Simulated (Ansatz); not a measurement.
# KMgF3: the dielectric function from several functionals, part 2 of 2

Aim: the dielectric function of KMgF3 in the independent-particle picture, and how it depends on the functional and on the gap. Plan: HSE06 for the gap; optics with PBE on 6×6×6; optics with r2SCAN on 6×6×6; optics with PBE and scissors to the HSE06 gap on 6×6×6.

Ansatz 0.2.0; plane waves, PAW; no local fields, no excitons. The steps go on from the part before.

### 4 Optics, r2SCAN

input.yaml reads:

```yaml
crystal:
  lattice:
    - [3.9802355555, 0.0, 0.0]
    - [0.0, 3.9802355555, 0.0]
    - [0.0, 0.0, 3.9802355555]
  atoms:
    - { symbol: K, position: [0.5, 0.5, 0.5] }
    - { symbol: Mg, position: [0.0, 0.0, 0.0] }
    - { symbol: F, position: [0.5, 0.0, 0.0] }
    - { symbol: F, position: [0.0, 0.5, 0.0] }
    - { symbol: F, position: [0.0, 0.0, 0.5] }
kpoints:
  mp_grid: { grid: [6, 6, 6] }
hamiltonian:
  xc: r2scan
scf:
  occupations: { method: fixed }
output:
  optics:
    e_range: [0, 25]
    de: 0.05
    sigma: 0.1
    bands: { spectra_wanted_up_to: 25 }
```

The run is started by

```
$ ansatz run input.yaml --threads 2 --pin off --max-ram 29491MiB --backend cpu --events-out ev --progress --plain --runs-dir out
```

Standard output:

```text
Engine: ansatz 0.2.0, x86_64-unknown-linux-gnu
Pseudopotentials: kind: paw
Pseudopotential: K, paw, valence charge 9, recommended cutoff 500 eV (meta_gga), K.paw.azcp
Pseudopotential: Mg, paw, valence charge 10, recommended cutoff 500 eV (meta_gga), Mg.paw.azcp
Pseudopotential: F, paw, valence charge 7, recommended cutoff 500 eV (meta_gga), F.paw.azcp
Functional definition: r2SCAN
  parameter k0 = 0.174
  parameter k1 = 0.065
  parameter a1 = 4.9479
  exchange = r2scan_x(k0 = k0, k1 = k1, a1 = a1)
  correlation = r2scan_c
Crystal: 5 atoms, lattice volume = 63.056 Å³
Basis set: ecut = 500 eV, 1575 PW (Γ), exchange–correlation on 120×120×120 points (64 copies of the dense FFT grid, shifted against one another)
Bands: 25, of which v1, the nominal top of the filled ones, is band 20 counted from 1 (19 counted from 0)
Symmetry: 48 space group operations
Space group: Pm-3m (ITA 221), of the structure as read, at distance tolerance 4.0e-5 Å
k-points: 20 of 216
Non-local potential: K, projectors of the file, l = 0: 3, l = 1: 2, l = 2: 2
Non-local potential: Mg, projectors of the file, l = 0: 3, l = 1: 2, l = 2: 1
Non-local potential: F, projectors of the file, l = 0: 2, l = 1: 2, l = 2: 1
PAW form: soft (Blöchl's): semilocal exchange-correlation on the pseudo side does not see the compensation charge
PAW frozen core: K, regenerated for the run's functional (the file was generated under x = pbe(κ = 0.804, μ = 0.2195149727645171), c = pbe(β = 0.06672455060314922))
PAW frozen core: Mg, regenerated for the run's functional (the file was generated under x = pbe(κ = 0.804, μ = 0.2195149727645171), c = pbe(β = 0.06672455060314922))
PAW frozen core: F, regenerated for the run's functional (the file was generated under x = pbe(κ = 0.804, μ = 0.2195149727645171), c = pbe(β = 0.06672455060314922))
PAW one-centre angular grid: K, 302 points (default); XC on 160 Gauss nodes
PAW one-centre angular grid: Mg, 302 points (default); XC on 224 Gauss nodes
PAW one-centre angular grid: F, 302 points (default); XC on 160 Gauss nodes
Initial density: superposition of atomic densities (neutral atoms: chi_scale 0, normalization atom), corrected by the library's trained network
Initial wavefunctions: pseudopotential atomic-orbital guess
Functional: x = r2scan, c = r2scan; τ floored in thin density (d = 2e-4 eV/Å³)
SCF iter   1: F=—  HF=-5907.239352 eV  |F-HF|=—  |Δ(HF+E_count)|=         —  Δρ=8.03e-3  dr2=3.02e-2  dr2_τ=9.91e-2  ethr=1.77e-3  ⟨swp⟩=4.3  Hψ=2139  notcnv=0  defer=34
preconditioner: auto → Resta (q_TF=auto, 2.529 Å⁻¹)  ε∞=2.6  [insulator: Δε(μ)=8.489 eV  Ē_g=20.651 eV  n_scr=18 (ndim 8)  ℏωp=26.5 eV  f_vac=0.037  ε∞_Penn≈2.6]
SCF iter   2: F=—  HF=-5907.339736 eV  |F-HF|=—  |Δ(HF+E_count)|=   1.00e-1  Δρ=3.67e-3  dr2=4.21e-3  dr2_τ=6.78e-4  ethr=7.55e-5  ⟨swp⟩=3.0  Hψ=1144  notcnv=0  defer=51
SCF iter   3: F=—  HF=-5907.339212 eV  |F-HF|=—  |Δ(HF+E_count)|=   5.23e-4  Δρ=1.13e-3  dr2=5.30e-4  dr2_τ=6.81e-5  ethr=1.05e-5  ⟨swp⟩=2.8  Hψ=777  notcnv=0  defer=54
SCF iter   4: F=—  HF=-5907.339088 eV  |F-HF|=—  |Δ(HF+E_count)|=   1.24e-4  Δρ=2.86e-4  dr2=2.20e-5  dr2_τ=4.44e-6  ethr=1.33e-6  ⟨swp⟩=2.2  Hψ=734  notcnv=0  defer=54
SCF iter   5: F=—  HF=-5907.339084 eV  |F-HF|=—  |Δ(HF+E_count)|=   4.63e-6  Δρ=4.74e-5  dr2=9.46e-7  dr2_τ=2.87e-7  ethr=5.51e-8  ⟨swp⟩=2.0  Hψ=752  notcnv=0  defer=26
SCF iter   6: F=—  HF=-5907.339086 eV  |F-HF|=—  |Δ(HF+E_count)|=   2.82e-6  Δρ=1.21e-5  dr2=4.65e-8  dr2_τ=1.55e-8  ethr=2.36e-9  ⟨swp⟩=2.0  Hψ=880  notcnv=0  defer=21
SCF iter   7: F=—  HF=-5907.339086 eV  |F-HF|=—  |Δ(HF+E_count)|=   7.39e-8  Δρ=1.60e-6  dr2=1.26e-9  dr2_τ=1.36e-10  ethr=1.16e-10  ⟨swp⟩=2.0  Hψ=800  notcnv=0  defer=21
SCF iter   8: F=—  HF=-5907.339086 eV  |F-HF|=—  |Δ(HF+E_count)|=  7.35e-10  Δρ=2.57e-7  dr2=3.02e-11  dr2_τ=3.92e-12  ethr=3.15e-12  ⟨swp⟩=2.1  Hψ=795  notcnv=0  defer=21
SCF iter   9: F=-5907.339086 eV  HF=-5907.339086 eV  |F-HF|=1.82e-12  |Δ(HF+E_count)|=  1.82e-12  Δρ=2.39e-8  dr2=4.40e-13  dr2_τ=2.29e-14  ethr=1.00e-12  ⟨swp⟩=8.3  Hψ=2220  notcnv=0
SCF 1 converged in 9 iterations: F = -5907.339086 eV  dr2 = 4.40e-13
NSCF: frozen V_eff on 20 k-points
Optics k sum: 0 of 20 k-points
[...]
output.optics: what the bands over the 59 summed would add to eps1, eps2 and the energy-loss function is held between a lower and an upper bound (7 Lanczos steps). eps1, eps2 and their loss function (loss_summed_bands) are given on every row as the summed bands alone make them. Along an axis, on a row where the two bounds hold the loss function to about 1 % of the greater of itself and 0.5 % of |1/eps|, its cell (loss_completed) is given, with the completed eps1 and eps2 that it is formed of (a cell that is left empty reads nan in the table and null in the record). The two bounds hold it so along every axis on all 501 rows up to 25.000 eV. The run works to bound the rows up to 25.000 eV and no higher ones: a peak of the loss function over that energy may be left empty with no warning. To have the run work for it, set output.optics.bands.spectra_wanted_up_to to a higher energy. perfect_screening_sum, loss_f_sum_n_eff and, beside carriers, perfect_screening_limit are those of loss_summed_bands: over the bounded function the two sums would run over rows that are not all bounded, and lack what the bands left out lay past the top of the energy grid. Bounded is said of the bands left out alone, which are those that the basis at basis.ecutwfc holds: it says nothing of that cutoff, of the k-point mesh, of what the sum inside its cells errs by (eps2_relative_error), of the factors of all_electron_strengths, nor of how far the SCF is converged. The bands left out are taken at the k-points, and what their mean over the points' cells stands off that by is in neither bound: the run's estimate of it, which the test of a row counts in, is 0.07 % of |eps| at the most among the values given; where the mean stood off by over 0.5 % the points' spread read 0.1 to 3 times that
SCF converged after 9 iterations
Free energy (F): -5907.339086 eV
Harris-Foulkes:  -5907.339086 eV  (|F-HF|=1.82e-12)
Internal energy: -5907.339086 eV  (E = F + TS)
E sigma→0 (E₀):  -5907.339086 eV
Fermi energy:    2.268873 eV
--- Per-component energies (eV) ---
  E_band       = -541.653578
  E_kinetic    = 960.718754
  E_local      = -3732.863504  (includes V_loc(G=0)·N_el)
  E_nonlocal   = 326.228688
  E_hartree    = 1360.660913
  E_xc         = -402.706628
  E_vxc        = -579.978489  (∫ρ·V_xc dr)
  E_paw        = -1693.553248  (= ΣΔE_a)
  E_vpaw       = -276.857405  (= ΣTr[D̂ρ^β])
  E_aug_tail   = 0.003340  (compensation charges beyond the density's cutoff)
  E_vtau       = 39.773201  (kinetic-family band-sum trace: ∫τ·v_τ [+ j·A + Jᵃ·Aᵃ] dr)
  E_ewald      = -2725.510834
  E_core_change = -0.316568  (= ΣΔE_core)
  E_smearing   = -0.000000  (= −TS)
  E_closure    = -0.000000  (closes the sum)
  Σ components = -5907.339086   (vs F -5907.339086, Δ=0.00e0)
--- Band table (eV; the first three rows and the last of 20) ---
  k-point 0: bands = ["-70.8882", "-36.0069", "-36.0069", "-36.0069", "-24.2396", "-18.9759", "-18.3422", "-18.3422", "-6.9668", "-6.9668", "-6.9668", "-0.1300", "-0.1300", "-0.1300", "1.6306", "1.6306", "1.6306", "1.9546", "1.9546", "1.9546", "10.5715", "13.1332", "13.1332", "15.4420", "15.4420"]
  k-point 1: bands = ["-70.8882", "-36.0090", "-36.0068", "-36.0068", "-24.2320", "-18.9451", "-18.3737", "-18.3403", "-6.9632", "-6.9528", "-6.9528", "-0.1059", "-0.0979", "-0.0979", "1.5692", "1.5762", "1.5762", "1.7046", "1.9003", "1.9003", "11.0549", "13.3807", "13.4392", "15.5666", "15.5871"]
  k-point 2: bands = ["-70.8881", "-36.0131", "-36.0067", "-36.0067", "-24.2168", "-18.8729", "-18.4470", "-18.3363", "-6.9560", "-6.9243", "-6.9243", "-0.0282", "-0.0282", "0.0026", "1.1745", "1.4505", "1.4626", "1.4626", "1.7935", "1.7935", "12.2397", "13.9050", "13.9948", "15.8533", "15.8827"]
  k-point 19: bands = ["-70.8880", "-36.0148", "-36.0148", "-36.0148", "-24.1749", "-18.4962", "-18.4962", "-18.4962", "-7.1557", "-7.1557", "-7.1557", "-1.5728", "0.5969", "0.5969", "0.5969", "1.1602", "1.1602", "2.2689", "2.2689", "2.2689", "13.6847", "13.6847", "13.6847", "17.2007", "17.2007"]
```

Wall time 22 s (2 threads of AMD EPYC 7R13 (Zen 3), shared host); peak memory 0.85 GiB.

From the head of optics.tsv:

```
# eps_inf(xx yy zz) = 2.064202 2.064202 2.064202
# eps_inf_bands = all
# eps_inf_summed_bands(xx yy zz) = 2.004343 2.004343 2.004343
# eps_inf_completed(xx yy zz) = 2.064202 2.064202 2.064202
# eps2_relative_error = 0.0006
# eps_inf_relative_error = 0.0041
# f_sum_n_eff(xx yy zz) = 20.841264 20.841264 20.841264 of n_electrons = 40.000000
# n_bands = 59
# n_bands_set_by = photon_energy
# valid_up_to_ev = 39.768967
# least_direct_gap_ev = 8.616963e0 at k(fractional) = 0.000000 0.000000 0.000000, k_point = 0, channel = 0, bands = 19 20 (counted from 0)
```

The dielectric function from optics.tsv (isotropic), one row in 21 (narrow peaks fall between the rows):

```
E (eV)  ε₂ xx  ε₁ xx
  8.40   0.00   2.58
  9.45   0.41   2.74
 10.50   0.59   2.82
 11.55   1.39   3.65
 12.60   2.48   1.29
 13.65   1.04   1.78
 14.70   0.70   1.22
 15.75   0.88   1.61
 16.80   0.56   2.21
 17.85   0.91   1.81
 18.90   2.15   2.43
 19.95   1.71   2.46
 21.00   3.44   1.93
 22.05   1.41   0.96
 23.10   2.93  -2.48
 24.15   0.53  -0.11
```

Tallest peaks of ε₂: 3.5 at 21.10 eV, 4.7 at 22.65 eV, 5.0 at 22.90 eV.

### 5 Optics, PBE + 2.23 eV scissors

The scissors of 2.227 eV comes from the difference of HSE06 and PBE direct gaps in separate runs.

input.yaml, as its differences from that of step 4:

```diff
@@ -14,3 +14,3 @@
 hamiltonian:
-  xc: r2scan
+  xc: pbe
 scf:
@@ -23 +23,6 @@
     bands: { spectra_wanted_up_to: 25 }
+    scissors: 2.227
+  write_density: true
+  write_potential: true
+  elf: true
+  volumetric_format: npy
```

The run is started by

```
$ ansatz run input.yaml --threads 2 --pin off --max-ram 29491MiB --backend cpu --events-out ev --progress --plain --runs-dir out
```

Standard output:

```text
[... 10 set-up lines as earlier in the session ...]
Crystal: 5 atoms, lattice volume = 63.056 Å³
Basis set: ecut = 420 eV, 1237 PW (Γ)
Bands: 25, of which v1, the nominal top of the filled ones, is band 20 counted from 1 (19 counted from 0)
[... 2 set-up lines as earlier in the session ...]
k-points: 20 of 216
[... 10 set-up lines as earlier in the session ...]
SCF iter   1: F=—  HF=-5894.693684 eV  |F-HF|=—  |Δ(HF+E_count)|=         —  Δρ=4.85e-4  dr2=3.58e-5  ethr=1.77e-3  ⟨swp⟩=4.4  Hψ=2108  notcnv=0  defer=31
preconditioner: auto → Resta (q_TF=auto, 2.529 Å⁻¹)  ε∞=2.9  [insulator: Δε(μ)=7.360 eV  Ē_g=19.257 eV  n_scr=18 (ndim 8)  ℏωp=26.5 eV  f_vac=0.032  ε∞_Penn≈2.9]
SCF iter   2: F=—  HF=-5894.693455 eV  |F-HF|=—  |Δ(HF+E_count)|=   2.29e-4  Δρ=2.65e-4  dr2=1.43e-5  ethr=8.94e-8  ⟨swp⟩=3.0  Hψ=1333  notcnv=0  defer=54
SCF iter   3: F=—  HF=-5894.693587 eV  |F-HF|=—  |Δ(HF+E_count)|=   1.32e-4  Δρ=1.19e-4  dr2=4.81e-6  ethr=3.58e-8  ⟨swp⟩=2.0  Hψ=912  notcnv=0  defer=40
SCF iter   4: F=—  HF=-5894.693595 eV  |F-HF|=—  |Δ(HF+E_count)|=   7.44e-6  Δρ=3.26e-5  dr2=4.67e-7  ethr=1.20e-8  ⟨swp⟩=2.1  Hψ=770  notcnv=0  defer=22
SCF iter   5: F=—  HF=-5894.693594 eV  |F-HF|=—  |Δ(HF+E_count)|=   4.72e-7  Δρ=1.90e-5  dr2=1.33e-7  ethr=1.17e-9  ⟨swp⟩=2.0  Hψ=854  notcnv=0  defer=21
SCF iter   6: F=—  HF=-5894.693594 eV  |F-HF|=—  |Δ(HF+E_count)|=   1.16e-7  Δρ=3.30e-6  dr2=3.86e-9  ethr=3.32e-10  ⟨swp⟩=2.0  Hψ=880  notcnv=0  defer=21
SCF iter   7: F=—  HF=-5894.693594 eV  |F-HF|=—  |Δ(HF+E_count)|=  9.10e-10  Δρ=8.45e-7  dr2=3.20e-10  ethr=9.64e-12  ⟨swp⟩=2.0  Hψ=758  notcnv=0  defer=21
SCF iter   8: F=—  HF=-5894.693594 eV  |F-HF|=—  |Δ(HF+E_count)|=  5.37e-11  Δρ=2.01e-7  dr2=1.98e-11  ethr=1.00e-12  ⟨swp⟩=2.0  Hψ=860  notcnv=0  defer=21
SCF iter   9: F=-5894.693594 eV  HF=-5894.693594 eV  |F-HF|=0.00e0  |Δ(HF+E_count)|=  7.28e-12  Δρ=6.14e-8  dr2=1.52e-12  ethr=1.00e-12  ⟨swp⟩=8.3  Hψ=1913  notcnv=0
SCF 1 converged in 9 iterations: F = -5894.693594 eV  dr2 = 1.52e-12
NSCF: frozen V_eff on 20 k-points
Optics k sum: 0 of 20 k-points
[...]
output.optics: what the bands over the 55 summed would add to eps1, eps2 and the energy-loss function is held between a lower and an upper bound (7 Lanczos steps). eps1, eps2 and their loss function (loss_summed_bands) are given on every row as the summed bands alone make them. Along an axis, on a row where the two bounds hold the loss function to about 1 % of the greater of itself and 0.5 % of |1/eps|, its cell (loss_completed) is given, with the completed eps1 and eps2 that it is formed of (a cell that is left empty reads nan in the table and null in the record). The two bounds hold it so along every axis on all 501 rows up to 25.000 eV. The run works to bound the rows up to 25.000 eV and no higher ones: a peak of the loss function over that energy may be left empty with no warning. To have the run work for it, set output.optics.bands.spectra_wanted_up_to to a higher energy. perfect_screening_sum, loss_f_sum_n_eff and, beside carriers, perfect_screening_limit are those of loss_summed_bands: over the bounded function the two sums would run over rows that are not all bounded, and lack what the bands left out lay past the top of the energy grid. Bounded is said of the bands left out alone, which are those that the basis at basis.ecutwfc holds: it says nothing of that cutoff, of the k-point mesh, of what the sum inside its cells errs by (eps2_relative_error), of the factors of all_electron_strengths, nor of how far the SCF is converged. The bands left out are taken at the k-points, and what their mean over the points' cells stands off that by is in neither bound: the run's estimate of it, which the test of a row counts in, is 0.02 % of |eps| at the most among the values given; where the mean stood off by over 0.5 % the points' spread read 0.1 to 3 times that
SCF converged after 9 iterations
Free energy (F): -5894.693594 eV
Harris-Foulkes:  -5894.693594 eV  (|F-HF|=0.00e0)
Internal energy: -5894.693594 eV  (E = F + TS)
E sigma→0 (E₀):  -5894.693594 eV
Fermi energy:    2.892294 eV
--- Per-component energies (eV) ---
  E_band       = -498.244209
  E_kinetic    = 957.085698
  E_local      = -3727.249725  (includes V_loc(G=0)·N_el)
  E_nonlocal   = 327.951811
  E_hartree    = 1356.555250
  E_xc         = -407.329445
  E_vxc        = -514.064668  (∫ρ·V_xc dr)
  E_paw        = -1676.202544  (= ΣΔE_a)
  E_vpaw       = -255.084083  (= ΣTr[D̂ρ^β])
  E_aug_tail   = 0.006194  (compensation charges beyond the density's cutoff)
  E_ewald      = -2725.510834
  E_smearing   = -0.000000  (= −TS)
  E_closure    = 0.000000  (closes the sum)
  Σ components = -5894.693594   (vs F -5894.693594, Δ=0.00e0)
--- Band table (eV; the first three rows and the last of 20) ---
  k-point 0: bands = ["-67.8602", "-34.6236", "-34.6236", "-34.6236", "-22.7409", "-17.2302", "-16.5735", "-16.5735", "-6.2335", "-6.2335", "-6.2335", "0.4863", "0.4863", "0.4863", "2.2640", "2.2640", "2.2640", "2.5718", "2.5718", "2.5718", "10.2591", "12.9877", "12.9877", "15.1175", "15.1175"]
  k-point 1: bands = ["-67.8602", "-34.6255", "-34.6236", "-34.6236", "-22.7336", "-17.1984", "-16.6067", "-16.5714", "-6.2295", "-6.2195", "-6.2195", "0.5061", "0.5174", "0.5174", "2.1999", "2.2075", "2.2075", "2.3137", "2.5185", "2.5185", "10.7414", "13.2309", "13.2770", "15.2404", "15.2583"]
  k-point 2: bands = ["-67.8602", "-34.6291", "-34.6235", "-34.6235", "-22.7190", "-17.1238", "-16.6841", "-16.5671", "-6.2218", "-6.1913", "-6.1913", "0.5848", "0.5848", "0.6056", "1.7754", "2.0771", "2.0898", "2.0898", "2.4139", "2.4139", "11.9186", "13.7451", "13.7523", "15.5240", "15.5436"]
  k-point 19: bands = ["-67.8601", "-34.6305", "-34.6305", "-34.6305", "-22.6773", "-16.7340", "-16.7340", "-16.7340", "-6.4221", "-6.4221", "-6.4221", "-0.9936", "1.2208", "1.2208", "1.2208", "1.7810", "1.7810", "2.8923", "2.8923", "2.8923", "13.3708", "13.3708", "13.3708", "16.8742", "16.8742"]
```

Run time: 15 s. Hardware: 2 threads of AMD EPYC 7R13 (Zen 3), shared host; peak memory 0.72 GiB.

optics.tsv begins:

```
# eps_inf(xx yy zz) = 2.033921 2.033921 2.033921
# eps_inf_bands = all
# eps_inf_summed_bands(xx yy zz) = 1.964839 1.964839 1.964839
# eps_inf_completed(xx yy zz) = 2.033921 2.033921 2.033921
# eps2_relative_error = 0.0006
# eps_inf_relative_error = 0.0039
# f_sum_n_eff(xx yy zz) = 19.097144 19.097144 19.097144 of n_electrons = 40.000000
# n_bands = 55
# n_bands_set_by = photon_energy
# valid_up_to_ev = 37.755013
# least_direct_gap_ev = 7.687336e0 at k(fractional) = 0.000000 0.000000 0.000000, k_point = 0, channel = 0, bands = 19 20 (counted from 0)
```

The dielectric function from optics.tsv (isotropic), one row in 20 (narrow peaks fall between the rows):

```csv
E (eV),ε₂ xx,ε₁ xx
9.70,0.00,2.64
10.70,0.45,2.80
11.70,0.64,2.85
12.70,1.01,3.50
13.70,2.80,2.29
14.70,1.01,1.60
15.70,1.15,1.14
16.70,0.77,2.07
17.70,0.61,2.06
18.70,1.51,1.25
19.70,1.55,2.50
20.70,1.62,2.35
21.70,2.13,2.24
22.70,3.05,0.76
23.70,4.22,2.31
24.70,1.06,-1.22
```

The columns hold the bands summed alone, whose ε₁ at zero energy is 1.96, below the completed ε∞ of 2.03.

Tallest peaks of ε₂: 3.4 at 22.20 eV, 4.8 at 23.80 eV, 5.1 at 24.05 eV.

### 6 The levels side by side

| level | mesh | least direct gap on the mesh (eV) | ε∞ | tallest peak of ε₂ | time |
| --- | --- | --- | --- | --- | --- |
| PBE | 6×6×6 | 7.69 | 2.17 | 5.2 at 21.85 eV | 17 s |
| r2SCAN | 6×6×6 | 8.62 | 2.06 | 5.0 at 22.90 eV | 22 s |
| PBE + 2.23 eV scissors | 6×6×6 | 9.91 | 2.03 | 5.1 at 24.05 eV | 15 s |

### 7 What came out

This closing draws on all 2 parts.

| quantity | value |
| --- | --- |
| ε∞, PBE | 2.17 |
| ε∞, r2SCAN | 2.06 |
| ε∞, PBE + 2.23 eV scissors | 2.03 |
| tallest peak of ε₂, PBE | 5.2 at 21.85 eV |
| tallest peak of ε₂, r2SCAN | 5.0 at 22.90 eV |
| tallest peak of ε₂, PBE + 2.23 eV scissors | 5.1 at 24.05 eV |
| HSE06 direct gap | 9.91 eV |

From PBE to PBE + 2.23 eV scissors the direct gap grows from 7.69 to 9.91 eV, and ε∞ goes from 2.17 to 2.03: a wider gap screens less. Local fields and excitons are left out: both change ε∞, and without excitons the onset lacks its lines.
